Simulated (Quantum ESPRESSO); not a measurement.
Crystal: NaF (Villiaumite).

```
CELL_PARAMETERS angstrom
0.00000 2.32000 2.32000
2.32000 0.00000 2.32000
2.32000 2.32000 0.00000
ATOMIC_POSITIONS crystal
Na 0.00000 0.00000 0.00000
F 0.50000 0.50000 0.50000
```

Base run:

```yaml
Program: Quantum ESPRESSO 7.5
Functional: PBEsol
Potentials_or_basis: PseudoDojo 0.4.1 SR PBEsol standard
Cutoff: 1197 eV
Density_cutoff: 4789 eV
k_mesh: 6 × 6 × 6
Occupations: fixed
Spin: no spin polarisation
```

Its results: band gap on the k mesh, mean-field level 6.18 eV, direct.

Question: The run is repeated on the same cell with these changes: functional from PBEsol to LDA; potentials or basis from PseudoDojo 0.4.1 SR PBEsol standard to PseudoDojo 0.4.1 SR LDA standard. What comes out?

Answer: Band gap on the k mesh, mean-field level 5.97 eV, direct.

A k mesh can miss the band edges.

Not every run made on this cell is shown here.
